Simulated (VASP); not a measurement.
# SnSe (Fm-3m) in VASP: further runs, part 2 of 2

VASP 6.6.1.

### Step 4. Single point, HSE06

File POSCAR:

```
SnSe
1.0
    0.0000000000      3.0100000000      3.0100000000
    3.0100000000      0.0000000000      3.0100000000
    3.0100000000      3.0100000000      0.0000000000
Sn Se
1 1
Direct
    0.0000000000      0.0000000000      0.0000000000
    0.5000000000      0.5000000000      0.5000000000
```

File INCAR.step1:

```
SYSTEM = SnSe
ALGO = Normal
EDIFF = 1E-5
ENCUT = 250
GGA = PE
ISIF = 2
ISMEAR = 0
LASPH = .TRUE.
LREAL = .FALSE.
LWAVE = .TRUE.
NBANDS = 18
NELM = 100
NKRED = 1
PREC = Accurate
SIGMA = 0.01
```

File INCAR.step2:

```
SYSTEM = SnSe
ALGO = Normal
EDIFF = 1E-6
ENCUT = 250
GGA = PE
HFSCREEN = 0.2
ISIF = 2
ISMEAR = 0
ISTART = 1
LASPH = .TRUE.
LCHARG = .FALSE.
LHFCALC = .TRUE.
LREAL = .FALSE.
LWAVE = .FALSE.
NBANDS = 18
NELM = 100
NKRED = 1
PREC = Accurate
PRECFOCK = Fast
SIGMA = 0.01
```

File KPOINTS:

```
k-points
0
G
  2 2 2
  0 0 0
```

Potentials or basis: VASP PAW PBE potentials, release 64 (Sn_d, Se).

Run with:

```
cat potpaw_PBE.64/Sn_d/POTCAR potpaw_PBE.64/Se/POTCAR > POTCAR
cp INCAR.step1 INCAR
mpirun -np 1 vasp_std > vasp.out
cp INCAR.step2 INCAR
mpirun -np 1 vasp_std > vasp.out
```

OUTCAR:

```text
SYSTEM = SnSe
   EDIFF = 1E-6
   ENCUT = 250
   GGA = PE
   HFSCREEN = 0.2
   ISIF = 2
   ISMEAR = 0
   ISTART = 1
   LASPH = .TRUE.
   LHFCALC = .TRUE.
   LREAL = .FALSE.
   NELM = 100
   NKRED = 1
   PREC = Accurate
   PRECFOCK = Fast

 Found      3 irreducible k-points:

 Following reciprocal coordinates:
            Coordinates               Weight
  0.000000  0.000000  0.000000      1.000000
[... 134 lines left out ...]
      6      -8.7316      2.00000
[... 10 lines left out ...]
     17      18.9198      0.00000
     18      18.9204      0.00000

------------------------ aborting loop because EDIFF is reached ----------------------------------------

  FORCE on cell =-STRESS in cart. coord.  units (eV):
  Direction    XX          YY          ZZ          XY          YZ          ZX
  --------------------------------------------------------------------------------------
  -------------------------------------------------------------------------------------
  Total       -1.4243332     -1.4243332     -1.4243332     -0.0000000      0.0000000     -0.0000000
  in kB      -41.8400987    -41.8400987    -41.8400987     -0.0000000      0.0000000     -0.0000000
  external PRESSURE =     -41.8400987 kB  Pullay stress =       0.0000000 kB

 VOLUME and BASIS-vectors are now :
 -----------------------------------------------------------------------------
  energy-cutoff  :      250.00
  volume of cell :       54.54
      direct lattice vectors                 reciprocal lattice vectors
     0.000000000  3.010000000  3.010000000    -0.166112957  0.166112957  0.166112957
     3.010000000  0.000000000  3.010000000     0.166112957 -0.166112957  0.166112957
     3.010000000  3.010000000  0.000000000     0.166112957  0.166112957 -0.166112957

 POSITION                                       TOTAL-FORCE (eV/Angst)
 -----------------------------------------------------------------------------------
      0.00000      0.00000      0.00000        -0.000000     -0.000000     -0.000000
      3.01000      3.01000      3.01000         0.000000      0.000000      0.000000
 -----------------------------------------------------------------------------------
    total drift:                               -0.000001     -0.000002      0.000000

  FREE ENERGIE OF THE ION-ELECTRON SYSTEM (eV)
  ---------------------------------------------------
  free  energy   TOTEN  =        -8.7577552417 eV

  energy  without entropy=       -8.7577552417  energy(sigma->0) =       -8.75775524
```

OUTCAR.step1:

```text
SYSTEM = SnSe
   EDIFF = 1E-5
   ENCUT = 250
   GGA = PE
   ISIF = 2
   ISMEAR = 0
[... 172 lines left out ...]
      0.00000      0.00000      0.00000         0.000000      0.000000      0.000000
      3.01000      3.01000      3.01000         0.000000      0.000000      0.000000
 -----------------------------------------------------------------------------------
    total drift:                                0.000000     -0.000000     -0.000000

  FREE ENERGIE OF THE ION-ELECTRON SYSTEM (eV)
  ---------------------------------------------------
  free  energy   TOTEN  =        -7.0335356074 eV

  energy  without entropy=       -7.0335356074  energy(sigma->0) =       -7.03353561
```

OSZICAR.step1:

```text
N       E                     dE             d eps       ncg     rms          rms(c)
DAV:   1     0.101124227110E+03    0.10112E+03   -0.67042E+03   108   0.815E+02
DAV:   2     0.320620356022E+00   -0.10080E+03   -0.98279E+02   116   0.227E+02
DAV:   3    -0.720352258149E+01   -0.75241E+01   -0.74976E+01   132   0.646E+01
DAV:   4    -0.732354422330E+01   -0.12002E+00   -0.11997E+00   128   0.848E+00
DAV:   5    -0.732607094974E+01   -0.25267E-02   -0.25266E-02   138   0.115E+00    0.611E+00
DAV:   6    -0.705728283731E+01    0.26879E+00   -0.47860E-01   136   0.480E+00    0.372E+00
DAV:   7    -0.703480321651E+01    0.22480E-01   -0.16323E-01   138   0.200E+00    0.790E-01
DAV:   8    -0.703358613709E+01    0.12171E-02   -0.13229E-02   150   0.100E+00    0.332E-01
DAV:   9    -0.703353684993E+01    0.49287E-04   -0.92394E-04   128   0.183E-01    0.526E-02
DAV:  10    -0.703353560740E+01    0.12425E-05   -0.34670E-05   136   0.532E-02
   1 F= -.70335356E+01 E0= -.70335356E+01  d E =-.157337E-84
```

It took 17 s on 1 thread of Intel Xeon Platinum 8559C (Emerald Rapids), shared host; peak memory 0.23 GiB.

These settings aren't checked as converged: the numbers below hold their error.

Results:

```
Free energy            : -8.7578 eV
Band gap on the k mesh : 1.18 eV, direct
```

Caveat: the k mesh is coarse (spacing up to 0.90 Å⁻¹), so the values aren't converged, least of all with exact exchange; the cutoff is under 1.25 times the usual one of these potentials, so pressure, stress and relaxed cells hold a basis-set (Pulay) error; the PAW data sets were made with another functional, which shifts forces and pressure a little; spin-orbit coupling is left out, which moves the levels of the heavy elements.

### Step 5. Single point, HSE06

POSCAR is that of step 4.

Edit INCAR.step1 of step 4 so:

```diff
@@ -3,3 +3,3 @@
 EDIFF = 1E-5
-ENCUT = 250
+ENCUT = 300
 GGA = PE
```

Edit INCAR.step2 of step 4 so:

```diff
@@ -3,3 +3,3 @@
 EDIFF = 1E-6
-ENCUT = 250
+ENCUT = 300
 GGA = PE
```

KPOINTS is that of step 4.

Run with:

```
cat potpaw_PBE.64/Sn_d/POTCAR potpaw_PBE.64/Se/POTCAR > POTCAR
cp INCAR.step1 INCAR
mpirun -np 1 vasp_std > vasp.out
cp INCAR.step2 INCAR
mpirun -np 1 vasp_std > vasp.out
```

It took 19 s on 1 thread of Intel Xeon Platinum 8559C (Emerald Rapids), shared host; peak memory 0.23 GiB.

The run converged, but some of its settings lie outside the range that counts as converged, so its numbers aren't taken as properties of the crystal.

What came out:

```yaml
Free_energy: -8.7688 eV
Pressure: -4.1 GPa
Band_gap_on_the_k_mesh: 1.18 eV, direct
```

Caveat: the k mesh is coarse (spacing up to 0.90 Å⁻¹), so the values aren't converged, least of all with exact exchange; the PAW data sets were made with another functional, which shifts forces and pressure a little; spin-orbit coupling is left out, which moves the levels of the heavy elements.

### Step 6. The reference run

An earlier run on the cell as given: functional PBEsol; potentials or basis VASP PAW PBE potentials, release 64 (Sn_d, Se); cutoff 520 eV; k mesh 8 × 8 × 8; occupations fermi-dirac, width 0.05 eV; no spin polarisation.

* Pressure: -1.9 GPa
* Band gap on the k mesh: 0.65 eV, direct
